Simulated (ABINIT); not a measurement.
# GaN (P6_3mc) in ABINIT: single point with PBE

Aim: the single point of GaN with PBE.

Program: ABINIT 10.8.3 (patched build). These are calculated values, not measurements. Logs are shortened: lines on timing, memory, paths and dates and some standing lists are left out, and cuts for length are marked. The log counts tension as positive stress, the text compression.

**Measured values to compare with.**

“Studying electronic properties in GaN without electrical contacts using γ-γ vs e−-γ Perturbed Angular Correlations”, 2019, pmc:6823545 quotes, for a bulk crystal of GaN: band gap 3.503 ± 0.005 eV (direct).

How close the calculation comes is told below.

**1. The crystal as given**

The structure is hexagonal, space group P6_3mc (No. 186). Conventional cell: a = 3.180 Å, b = 3.180 Å, c = 5.166 Å, α = 90.00°, β = 90.00°, γ = 120.00°. Around Ga (site symmetry 3m) lie 4 N at 1.94 to 1.95 Å. Around N (site symmetry 3m) lie 4 Ga at 1.94 to 1.95 Å.

**2. Single point, PBE**

File run.abi:

```
# Pseudopotentials
pp_dirpath "./"
pseudos "Ga.upf, N.upf"

# Structure
acell 3*1.0
rprim
     6.0093290763     0.0000000000     0.0000000000
    -3.0046645382     5.2042316397     0.0000000000
     0.0000000000     0.0000000000     9.7623251598
ntypat 2
znucl 31 7
natom 4
typat 1 1 2 2
xcart
     1.5900000002     0.9179869279     2.5830000000
    -0.0000000002     1.8359738561     0.0000000000
     1.5900000002     0.9179869279     4.5202500000
    -0.0000000002     1.8359738561     1.9372500000 Angstrom

# Plane-wave basis
ecut 36.0

# k points
kptopt 1
ngkpt 8 8 4
nshiftk 1
shiftk 0.0 0.0 0.0

# Exchange and correlation
ixc 11

# Bands and occupations
nband 22
occopt 3
tsmear 0.05 eV

# SCF cycle
nstep 100
tolvrs 1.0e-10

# Output
iomode 3
prtwf 0
prteig 0
prtebands 0
enunit 2
prtden 1
prtvha 1
prtvclmb 1
prtpot 1
prtelf 1
```

Potentials or basis: PseudoDojo NC SR PBE v0.4.1 standard.

Command:

```
abinit run.abi > log 2>&1
```

run.abo:

```text
.Version 10.8.3 of ABINIT
 Symmetries : space group P6_3 m c (#186); Bravais hP (primitive hexag.)
================================================================================
 Values of the parameters that define the memory need of the present run
     intxc =       0    ionmov =       0      iscf =       7    lmnmax =       6
     lnmax =       6     mgfft =      54  mpssoang =       3    mqgrid =    3001
     natom =       4  nloc_mem =       1    nspden =       1   nspinor =       1
    nsppol =       1      nsym =      12    n1xccc =    2501    ntypat =       2
    occopt =       3   xclevel =       2
       mpw =        3164          nfft =       69984          nkpt =          30
================================================================================
================================================================================

--------------------------------------------------------------------------------
------------- Echo of variables that govern the present computation ------------
--------------------------------------------------------------------------------
 -outvars: echo values of preprocessed input variables --------
            acell      1.0000000000E+00  1.0000000000E+00  1.0000000000E+00 Bohr
              amu      6.97230000E+01  1.40067400E+01
             ecut      3.60000000E+01 Hartree
           enunit           2
              ixc          11
         kptrlatt        8    0    0      0    8    0      0    0    4
          kptrlen      3.90493006E+01
            natom           4
            nband          22
            ngfft          36      36      54
             nkpt          30
            nstep         100
             nsym          12
           ntypat           2
           occopt           3
        prtebands           0
           prteig           0
           prtelf           1
           prtpot           1
         prtvclmb           1
           prtvha           1
            prtwf           0
            rprim      6.0093290763E+00  0.0000000000E+00  0.0000000000E+00
                      -3.0046645382E+00  5.2042316397E+00  0.0000000000E+00
                       0.0000000000E+00  0.0000000000E+00  9.7623251598E+00
          spgroup         186
           tolvrs      1.00000000E-10
           tsmear      1.83746611E-03 Hartree
            typat      1  1  2  2
           xangst      1.5899999995E+00  9.1798692831E-01  2.5829999982E+00
                       5.3624355459E-10  1.8359738557E+00  0.0000000000E+00
                       1.5899999995E+00  9.1798692831E-01  4.5202499982E+00
                       5.3624355459E-10  1.8359738557E+00  1.9372500000E+00
            xcart      3.0046645392E+00  1.7347438817E+00  4.8811625799E+00
[... 156 lines left out ...]
 cartesian forces (hartree/bohr) at end:
    1      0.00000000000000     0.00000000000000    -0.00268136455034
    2     -0.00000000000000    -0.00000000000000    -0.00268136455034
    3      0.00000000000000     0.00000000000000     0.00268136455034
    4      0.00000000000000     0.00000000000000     0.00268136455034
 frms,max,avg= 1.5480865E-03 2.6813646E-03   0.000E+00  0.000E+00 -1.405E-06 h/b

 cartesian forces (eV/Angstrom) at end:
    1      0.00000000000000     0.00000000000000    -0.13788130892987
    2     -0.00000000000000    -0.00000000000000    -0.13788130892987
    3      0.00000000000000     0.00000000000000     0.13788130892987
    4      0.00000000000000     0.00000000000000     0.13788130892987
 frms,max,avg= 7.9605811E-02 1.3788131E-01   0.000E+00  0.000E+00 -7.223E-05 e/A
 length scales=  1.000000000000  1.000000000000  1.000000000000 bohr
              =  0.529177210544  0.529177210544  0.529177210544 angstroms
 Fermi (or HOMO) energy (hartree) =   0.23900   Average Vxc (hartree)=  -0.43327
 Eigenvalues (hartree) for nkpt=  30  k points:
 kpt#   1, nband= 22, wtk=  0.00391, kpt=  0.0000  0.0000  0.0000 (reduced coord)
  -0.38839   -0.35534   -0.29813   -0.29738   -0.29738   -0.29511   -0.29511   -0.28833
  -0.28833   -0.28463   -0.28463   -0.23664   -0.06084    0.16223    0.16223    0.19893
   0.20113    0.20113    0.27487    0.36059    0.54222    0.56757
      occupation numbers for kpt#   1
   2.00000    2.00000    2.00000    2.00000    2.00000    2.00000    2.00000    2.00000
   2.00000    2.00000    2.00000    2.00000    2.00000    2.00000    2.00000    2.00000
   2.00000    2.00000    0.00000    0.00000    0.00000    0.00000
 prteigrs : prtvol=0 or 1, do not print more k-points.

 Fermi (or HOMO) energy (eV) =   6.50365   Average Vxc (eV)= -11.78993
 Eigenvalues (   eV  ) for nkpt=  30  k points:
 kpt#   1, nband= 22, wtk=  0.00391, kpt=  0.0000  0.0000  0.0000 (reduced coord)
 -10.56861   -9.66929   -8.11260   -8.09223   -8.09223   -8.03029   -8.03029   -7.84585
  -7.84585   -7.74506   -7.74506   -6.43923   -1.65560    4.41457    4.41457    5.41307
   5.47307    5.47307    7.47960    9.81209   14.75457   15.44433
 prteigrs : prtvol=0 or 1, do not print more k-points.

--- !EnergyTerms
iteration_state     : {dtset: 1, }
comment             : Components of total free energy in Hartree
kinetic             :  1.40318141945957E+02
hartree             :  4.35829045352112E+01
xc                  : -4.81547227228023E+01
Ewald energy        : -1.17003474183913E+02
psp_core            :  7.05218804907997E+00
local_psp           : -1.20698082807175E+02
non_local_psp       : -7.88551666843970E+01
internal            : -1.73758211868040E+02
'-kT*entropy'       : -2.03750876261156E-12
total_energy        : -1.73758211868042E+02
total_energy_eV     : -4.72820181655229E+03
band_energy         : -6.04510971900708E+00
...

 Cartesian components of stress tensor (hartree/bohr^3)
  sigma(1 1)= -1.58769966E-04  sigma(3 2)=  0.00000000E+00
  sigma(2 2)= -1.58769965E-04  sigma(3 1)=  0.00000000E+00
  sigma(3 3)= -2.30780720E-04  sigma(2 1)=  2.20392695E-13

-Cartesian components of stress tensor (GPa)         [Pressure=  5.3774E+00 GPa]
- sigma(1 1)= -4.67117366E+00  sigma(3 2)=  0.00000000E+00
- sigma(2 2)= -4.67117364E+00  sigma(3 1)=  0.00000000E+00
- sigma(3 3)= -6.78980320E+00  sigma(2 1)=  6.48417696E-09

== END DATASET(S) ==============================================================
================================================================================

 -outvars: echo values of variables after computation  --------
            acell      1.0000000000E+00  1.0000000000E+00  1.0000000000E+00 Bohr
           etotal     -1.7375821187E+02
            fcart      2.9824039219E-25  5.6934183732E-25 -2.6813645503E-03
                      -3.4412352945E-25 -7.5519024514E-25 -2.6813645503E-03
                       2.2941568630E-26  9.3338120185E-26  2.6813645503E-03
                       2.2941568630E-26  9.2510287634E-26  2.6813645503E-03
            rprim      6.0093290763E+00  0.0000000000E+00  0.0000000000E+00
                      -3.0046645382E+00  5.2042316397E+00  0.0000000000E+00
                       0.0000000000E+00  0.0000000000E+00  9.7623251598E+00
           strten     -1.5876996573E-04 -1.5876996506E-04 -2.3078071998E-04
                       0.0000000000E+00  0.0000000000E+00  2.2039269530E-13
           xangst      1.5899999995E+00  9.1798692831E-01  2.5829999982E+00
                       5.3624355459E-10  1.8359738557E+00  0.0000000000E+00
                       1.5899999995E+00  9.1798692831E-01  4.5202499982E+00
                       5.3624355459E-10  1.8359738557E+00  1.9372500000E+00
             xred      6.6666666701E-01  3.3333333367E-01  5.0000000000E-01
                       3.3333333368E-01  6.6666666701E-01  0.0000000000E+00
                       6.6666666701E-01  3.3333333367E-01  8.7500000026E-01
                       3.3333333368E-01  6.6666666701E-01  3.7500000026E-01
 Calculation completed.
```

Run time: 88 s. Hardware: 1 thread of Arm Neoverse V1, shared host; peak memory 0.1 GiB.

What came out:

```yaml
Free_energy: -4728.2018 eV
Largest_force: 0.138 eV/Å
Band_gap_on_the_k_mesh: 2.01 eV, direct
Valence_electrons_inside_the_program's_atomic_spheres: Ga 10.89; N 5.28
```

Forces on the atoms (eV/Å):
```
Ga   0.000  0.000 -0.138
Ga   0.000  0.000 -0.138
N    0.000  0.000  0.138
N    0.000  0.000  0.138
```

Caveat: the cutoff is too short for stress, so the log's stress isn't used.

**3. How close it comes**

Step 2. Against the measured gap of GaN, 3.503 eV (direct; quoted in “Studying electronic properties in GaN without electrical contacts using γ-γ vs e−-γ Perturbed Angular Correlations”, 2019, pmc:6823545), the calculated 2.01 eV is off by -1.50 eV. Spin-orbit coupling on Ga is left out. The value is that of PBE, without temperature or zero-point motion. Semilocal functionals fall short of measured gaps as a rule.
